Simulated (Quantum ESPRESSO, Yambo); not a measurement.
# InP (F-43m): G0W0 with Yambo, start to end, part 3 of 3

Aim: the G0W0 gap of InP (F-43m) on PBE, step by step.

Quantum ESPRESSO 7.5 and Yambo 5.3.0; PBE and many-body steps on it, plane waves. Known limits of the many-body steps: not at the basis limit; no spin-orbit coupling; coarse k mesh.

So far. Step 3 (Bands along the symmetry lines): The gap is 0.708 eV, as in the run before at this level. Step 4 (Empty states on the mesh, 4×4×4 mesh, 222 bands): On this mesh the gap is 0.708 eV.

The database entry behind the starting cell differs from later determinations by our own check (0.1 to 0.3 % short, probably kX units), so it need not match the best structure at ambient conditions.

### Step 6. Screening and self-energy, 4×4×4 mesh, 222 bands, screening to 210.9 eV

Now the one-shot GW correction: screening in the RPA, then the self-energy of the levels asked for.

This step: G0W0 on PBE, plane waves, norm-conserving pseudopotentials.

The input, gw1.in:

```
HF_and_locXC
gw0
dyson
ppa
em1d
rim_cut
RandQpts= 1000000
RandGvec= 1 RL
EXXRLvcs= 80 Ry
VXCRLvcs= 320 Ry
Chimod= "HARTREE"
% BndsRnXp
 1 | 222 |
%
NGsBlkXp= 15.5 Ry
% LongDrXp
 1 | 1 | 1 |
%
% GbndRnge
 1 | 222 |
%
DysSolver= "n"
ExtendOut
PPAPntXp= 27.21138 eV
% QPkrange
 1 | 8 | 11 | 18 |
%
```

On the command line:

```sh
$ OMP_NUM_THREADS=1 mpirun -n 8 yambo -F gw1.in -J gw1 -C gw1 > gw1.log
```

Log:

```text
 Yambo, version 5.3.0

 [02] CORE Variables Setup
 =========================

  [... cell, symmetries and grids as in the set-up ...]

  [02.05] Energies & Occupations
  ==============================

  [X] === General ===
  [X] Electronic Temperature                        :  0.000000  0.000000 [eV K]
  [X] Bosonic    Temperature                        :  0.000000  0.000000 [eV K]
  [X] Finite Temperature mode                       : no
  [X] El. density                                   :  0.51656E+24 [cm-3]
  [X] Fermi Level                                   :  8.315509 [eV]

  [X] === Gaps and Widths ===
  [X] Conduction Band Min                           :  0.707977 [eV]
  [X] Valence Band Max                              :  0.000000 [eV]
  [X] Filled Bands                                  :  13
  [X] Empty Bands                                   :   14  222
  [X] Direct Gap                                    :  0.707977 [eV]
  [X] Direct Gap localized at k                     :  1
  [X] Indirect Gap                                  :  0.707977 [eV]
  [X] Indirect Gap between kpts                     :  1  1
  [X] Last valence band width                       :  2.910393 [eV]
  [X] 1st conduction band width                     :  3.584950 [eV]

 [03] Transferred momenta grid and indexing
 ==========================================

 IBZ Q-points                                      :   8
 BZ  Q-points                                      :   64

 K/Q-points units:
 rlu = crystal or reduced units; cc = cartesian coordinates; iku = interal k-units

 Q [1]          [rlu]:  0.000000  0.000000  0.000000
 Q [2]          [rlu]:  0.54193E-16  0.26437E-16  0.25000
 Q [3]          [rlu]: -0.10839E-15 -0.52875E-16 -0.50000
 Q [4]          [rlu]:  0.87374E-19  0.25000      0.25000
 Q [5]          [rlu]:  0.23853E-16  0.25000      0.50000
 Q [6]          [rlu]:  0.44978E-16  0.25000     -0.25000
 Q [7]          [rlu]: -0.17475E-18 -0.50000     -0.50000
 Q [8]          [rlu]:  0.250000 -0.500000 -0.250000

 [04] Coloumb potential Random Integration (RIM)
 ===============================================

  [04.01] RIM initialization
  ==========================

  * Diagonal components only detected *

  8 x (sBL volume)        :  0.091285 [a.u.]
  sBZ random points       :  1000000
  Points outside the sBZ  :   7999624
  RL volume               :  0.730277 [a.u.]
  Integrated volume       :  0.730312 [a.u.]

  [04.02] RIM integrals
  =====================

  Gamma point sphere radius             :  0.081674 [a.u.]
  Points outside the sphere             :   799635
  [Int_sBZ(q=0) 1/q^2]*(Vol_sBZ)^(-1/3) =:  7.763403
                                 should be <:  7.795600

  Summary of Coulomb integrals for non-metallic bands |Q|[au] RIM/Bare

  Q [1] 0.100000E-4 0.995870 * Q [2] 0.245646 1.064378
  Q [4] 0.283648 1.062979 * Q [6] 0.401138 1.025806
  Q [5] 0.470377 1.018843 * Q [3] 0.491292 1.016674
  Q [7] 0.567295 1.013309 * Q [8] 0.634256 1.010147

 [05] Dipoles
 ============

  [05.01] Setup: observables and procedures
  =========================================

 [06] Dynamic Dielectric Matrix (PPA)
 ====================================

 [SLK-Inversion]  Pools        :  2
 [SLK-Inversion]  BLACS grid   :  2  2

 [WR./gw1//ndb.pp]---------------------------------------------------------------
  Brillouin Zone Q/K grids (IBZ/BZ)                :    8   64    8   64
  RL vectors                                       :   5029 [WF]
  Coulomb cutoff potential                         : none
  Electronic Temperature                           :  0.000000 [K]
  Bosonic    Temperature                           :  0.000000 [K]
  PPA    diel. fun.  energies                      : Perdew, Burke & Ernzerhof(X)+Perdew, Burke & Ernzerhof(C)
  wavefunctions                                    : Perdew, Burke & Ernzerhof(X)+Perdew, Burke & Ernzerhof(C)
  Global Gauge                                     : length
  X matrix size                                    :   387
  X band range                                     :    1  222
  X e/h energy range                               : -1.000000 -1.000000 [eV]
  X Time ordering                                  : R
  X Hxc Kernel                                     : HARTREE
  X Drude frequency                                :  0.000000  0.000000
  X poles                                          :  100.0000 [o/o]
  RL vectors in the sum                            :   5029
  [r,Vnl] included                                 : yes
  Field direction                                  :  0.577350E-5  0.577350E-5  0.577350E-5
  BZ energy Double Grid                            : no
  BZ energy DbGd points                            : 0
  BZ Q point size factor                           : -1.000000
  X Optical Averaged directions                    : none

 [07] Local Exchange-Correlation + Non-Local Fock
 ================================================

 [VXC] Plane waves :   32743
 [EXS] Plane waves :   4279

 QP @ state[ 1 ] K range:   1   8
 QP @ state[ 1 ] b range:  11  18

 [xc] Functional : Perdew, Burke & Ernzerhof(X)+Perdew, Burke & Ernzerhof(C)
 [xc] LIBXC used to calculate xc functional
  PP Number of Atomic Species                      :  2
  NLCC RL compoments                               :   32743
  PP Number of Atomic Species                      :  2
  NLCC RL compoments                               :   32743

 [xc] E_xc :  -18.18792 [Ha]
      E_xc :  -36.37585 [Ry]

  Local XC kind (lXC) : Perdew, Burke & Ernzerhof(X)+Perdew, Burke & Ernzerhof(C)
  Non-Local XC kind (nlXC) : Hartree-Fock

  Corrections @ K [1] :  [eV]
 <11|nlXC|11> = -14.71824  0.41334E-17 <11|lXC|11> = -12.92330  0.37763E-15
 <12|nlXC|12> = -14.71814 -0.65505E-19 <12|lXC|12> = -12.92330 -0.18882E-15
 <13|nlXC|13> = -14.71828 -0.93413E-17 <13|lXC|13> = -12.92330 -0.94408E-16
 <14|nlXC|14> = -7.794563 -0.15786E-17 <14|lXC|14> = -11.72809  0.18888E-15
 <15|nlXC|15> = -6.368238 -0.18592E-17 <15|lXC|15> = -10.79037 -0.16058E-19
 <16|nlXC|16> = -6.368466  0.41721E-17 <16|lXC|16> = -10.79037  0.94408E-16
 <17|nlXC|17> = -6.368413  0.16488E-17 <17|lXC|17> = -10.79037 -0.12633E-19
 <18|nlXC|18> = -3.860009 -0.65331E-18 <18|lXC|18> = -9.061646 -0.10312E-18

  Corrections @ K [2] :  [eV]
 <11|nlXC|11> = -14.88684 -0.15417E-16 <11|lXC|11> = -12.06077  0.17773E-16
 <12|nlXC|12> = -14.48607 -0.12195E-16 <12|lXC|12> = -12.51866 -0.37763E-15
[...]
Corrections @ K [3] :  [eV]
[...]
Corrections @ K [4] :  [eV]
[...]
Corrections @ K [5] :  [eV]
[...]
[... 2 further k-points ...]
  Corrections @ K [8] :  [eV]
[...]
<14|nlXC|14> = -5.843123  0.17202E-17 <14|lXC|14> = -9.977343 -0.33046E-15
 <15|nlXC|15> = -7.341169 -0.35408E-17 <15|lXC|15> = -12.30330  0.94462E-16
 <16|nlXC|16> = -5.400697 -0.21642E-17 <16|lXC|16> = -10.33080 -0.94398E-16
 <17|nlXC|17> = -5.110551  0.88199E-18 <17|lXC|17> = -9.665237  0.35401E-16
 <18|nlXC|18> = -5.228364  0.31135E-19 <18|lXC|18> = -11.43125  0.35414E-16

  [07.01] Hartree-Fock occupations report
  =======================================

  [Hartree-Fock] === General ===
  [Hartree-Fock] Electronic Temperature             :  0.000000  0.000000 [eV K]
  [Hartree-Fock] Bosonic    Temperature             :  0.000000  0.000000 [eV K]
  [Hartree-Fock] Finite Temperature mode            : no
  [Hartree-Fock] El. density                        :  0.51656E+24 [cm-3]
  [Hartree-Fock] Fermi Level                        :  8.315509 [eV]

  [Hartree-Fock] === Gaps and Widths ===
  [Hartree-Fock] Conduction Band Min                :  4.641504 [eV]
  [Hartree-Fock] Valence Band Max                   : -1.794975 [eV]
  [Hartree-Fock] Filled Bands                       :  13
  [Hartree-Fock] Empty Bands                        :   14  222
  [Hartree-Fock] Direct Gap                         :  6.436479 [eV]
  [Hartree-Fock] Direct Gap localized at k          :  1
  [Hartree-Fock] Indirect Gap                       :  6.436479 [eV]
  [Hartree-Fock] Indirect Gap between kpts          :  1  1
  [Hartree-Fock] Last valence band width            :  3.836533 [eV]
  [Hartree-Fock] 1st conduction band width          :  3.785642 [eV]

 [08] Dyson equation: Newton solver
 ==================================

  [08.01] G0W0 (W PPA)
  ====================

  [  GW  ] Bands range     :    1  222
  [GW/PPA] G damping       :  0.100000 [eV]

  QP @ state[ 1 ] K range:   1   8
  QP @ state[ 1 ] b range:  11  18

   Sc/G bands                                       :    1  222
   Sc/G damping                                     :  0.100000 ev
   Sc bands terminator                              : no
   Sx RL components                                 :   4279

   QP @ state[ 1 ] K range                          :   1   8
   QP @ state[ 1 ] b range                          :  11  18
   GF energies kind                                 : Perdew, Burke & Ernzerhof(X)+Perdew, Burke & Ernzerhof(C)
   GF WF`s kind                                     : Perdew, Burke & Ernzerhof(X)+Perdew, Burke & Ernzerhof(C)
   Xs energies kind                                 : Perdew, Burke & Ernzerhof(X)+Perdew, Burke & Ernzerhof(C)
   Xs WF`s kind                                     : Perdew, Burke & Ernzerhof(X)+Perdew, Burke & Ernzerhof(C)

 [11] Game Over & Game summary
```

Run time: 12 min. Hardware: 8 MPI ranks of Arm Neoverse V1, shared host; peak memory 3.9 GiB; 1.7 h of CPU time.

This step gave:

```
G0W0 gap on the mesh                         : 1.407 eV
starting gap on the mesh                     : 0.7080 eV
k of the valence top                         : 0, 0, 0
k of the conduction bottom                   : 0, 0, 0
least direct G0W0 gap on the computed points : 1.407 eV
Z at the valence top                         : 0.7804
Z at the conduction bottom                   : 0.7940
```

The gap on the mesh goes from 0.71 eV to 1.41 eV, a correction of +0.70 eV.

Limits: finite bands, cutoff and mesh; no spin-orbit coupling; coarse k mesh. v1 is the top filled band, c1 the lowest empty one. The levels before and after the correction (eV, zero at the valence-band top of each column):

|  | conduction bottom | valence top |
| --- | --- | --- |
| Kohn-Sham | 0.71 | 0.00 |
| G0W0 | 1.41 | 0.00 |

|  | level | energy (eV) |
| --- | --- | --- |
| Kohn-Sham | Γ v3-v1 | 0.000 |
| Kohn-Sham | Γ c1 | 0.708 |
| Kohn-Sham | Γ c2-c4 | 4.089 |
| G0W0 | Γ v3-v1 | 0.000 |
| G0W0 | Γ c1 | 1.407 |
| G0W0 | Γ c2-c4 | 4.900 |

### Step 7. Where the time went

Times are wall times on the hardware named with each run, good to a factor of about two.

| step | time | share | memory (GiB) |
| --- | --- | --- | --- |
| ground state | 3.7 s | 0 % | 0.46 |
| bands along the symmetry lines | 3.4 s | 0 % | 0.41 |
| empty states on the mesh | 13 s | 2 % | 0.67 |
| conversion and set-up | 2.8 s | 0 % | 0.25 |
| screening and self-energy | 12 min | 97 % | 3.9 |

### Step 8. Summary of results

| Property | Result |
| --- | --- |
| PBE gap | 0.71 eV, direct |
| G0W0 gap on the mesh | 1.41 eV |
| GW settings | 4×4×4 mesh, 222 bands, screening to 210.9 eV, Godby-Needs plasmon pole |
| known limits | not at the basis limit; no spin-orbit coupling; coarse k mesh |

In words: G0W0 moves the gap on the mesh from 0.71 eV to 1.41 eV (+0.70 eV), with Z of 0.78 and 0.79 at the edges. The dearest step here is «screening and self-energy». Bands and cutoff are finite, so the gap is not at the basis limit. The miss can reach some tenths of an eV and take either sign; the mesh is an error of its own. The 4×4×4 mesh is coarse for this cell, which bears on the long-range parts of exchange and screening. The many-body steps are scalar-relativistic: spin-orbit coupling is not in them.

[Paths, hosts, dates, memory and timing lines, banners, echoed tables and standing remarks are left out of the program output.]

[Logs are printed without paths, hosts, clocks, repeated set-up lines and the standing remarks that a program may print on its own settings, such as how far it seeks lower states.]

[Runs of the session that timed out or met a known fault of the program may be left out.]

[Hosts, paths, dates, database ids (printed as entryN), source tags and the programs' standing remarks are cut or masked in the printed files.]
